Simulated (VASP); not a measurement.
Runs of VASP 6.6.1 on KBr. The structure is cubic, space group Fm-3m (No. 225). The conventional cell has a = 6.604 Å, b = 6.604 Å, c = 6.604 Å, α = 90.00°, β = 90.00°, γ = 90.00°. K (site symmetry m-3m) has 6 Br at 3.30 Å as nearest neighbours. Br (site symmetry m-3m) is surrounded by 6 K at 3.30 Å. The cell was built by a generator and needn't be a form met in nature.

| task | level | cell | cutoff (eV) | gap on the mesh (eV) | pressure (GPa) | relaxed volume (Å³/atom) |
| --- | --- | --- | --- | --- | --- | --- |
| single point | r2SCAN | Fm-3m, 36.01 Å³/atom | 520 | 5.07 | 0.0 | - |
| relaxation of cell and atoms | r2SCAN | relaxed | 600 | 5.07 | 0.0 | (a) |
| single point | PBE | Fm-3m, 36.01 Å³/atom | 520 | (b) | 0.7 | - |
| relaxation of cell and atoms | PBE | relaxed | 600 | 4.30 | 0.0 | 37.80 |
| single point | PBE | Fm-3m, 37.67 Å³/atom | 520 | 4.31 | 0.0 | - |

Alike in all rows: potentials or basis VASP PAW PBE potentials, release 64 (K_sv, Br); no spin polarisation; k mesh 6 × 6 × 6; smearing fermi-dirac 0.02 eV.

Task: Estimate the missing entries.

Result: (a) 36.10; (b) 4.43.

Caveats: the PAW data sets were made with another functional, which shifts forces and pressure a little (some runs).

A k mesh can miss the band edges, and the runs leave out spin-orbit coupling on Br.
